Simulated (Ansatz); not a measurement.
Zinc-blende AlSb was calculated with HSE06 (PAW; Ansatz, a program for electronic structure).

Run with plane-wave cutoff 460 eV, 8×8×8 k mesh, Fermi–Dirac smearing 0.01 eV, scalar-relativistic PAW data made under PBE.

The volume scan:

| V (Å³/atom) | E − E_lowest (meV/atom) | P (GPa) |
|---|---|---|
| 27.882 | 14.08 | 3.22 |
| 28.616 | 3.35 | 1.50 |
| 29.323 | 0.00 | 0.05 |
| 30.083 | 3.09 | -1.32 |
| 30.817 | 11.83 | -2.47 |

Task: What bulk modulus B0 and pressure derivative B′ does a third-order Birch–Murnaghan fit give?

Result: V0 = 29.348 Å³/atom, B0 = 56.3 GPa, B′ = 4.3 (fit to the energies at full precision).

Measured, for comparison: bulk modulus 58.2 GPa (temperature not stated, not corrected to a static lattice; as tabulated in Toher et al. (2017), arXiv:1611.05714); equilibrium volume per atom 28.77 Å³/atom (low temperature, thermal expansion removed or low-temperature value; zero-point expansion not removed; as tabulated in Zhang et al. (2018), doi:10.1088/1367-2630/aac7f0). Computed less measured: bulk modulus -3.3 %, equilibrium volume per atom +2.0 %.

Spin–orbit coupling is not included.

The result took roughly 20 core-minutes.
